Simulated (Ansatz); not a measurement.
# InAs in Ansatz: the effect of functional

InAs:

```
In As
1.0
     0.00000    2.83842    2.83842
     2.83842    0.00000    2.83842
     2.83842    2.83842    0.00000
In As
1 1
Cartesian
  2.8384 2.8384 2.8384
  0.0000 0.0000 0.0000
```

Measurements of this composition are mostly on another form, of space group No. 216.

The cell isn't the ideal one: volume scaled by 0.96.

Alike in all runs:

| Item | Value |
| --- | --- |
| Program | Ansatz 0.2.0 |
| Task | single point |
| Potentials or basis | Ansatz PAW |
| k mesh | 8 × 8 × 8 |
| Occupations | fermi-dirac, width 0.05 eV |
| Spin | no spin polarisation |

| functional | cutoff | pressure (GPa) |
| --- | --- | --- |
| LDA | 420 eV (not typed: the program's choice for these potentials) | ? |
| PBEsol | 420 eV (not typed: the program's choice for these potentials) | -0.8 |
| r2SCAN | 500 eV (not typed: the program's choice for these potentials) | 0.3 |

**Question.** What does the run with functional LDA give?

**Answer.** Pressure -2.7 GPa.

Caveats: the PAW data sets come from PBE, with cores solved anew for the run's functional, which leaves a small shift of forces and pressure.
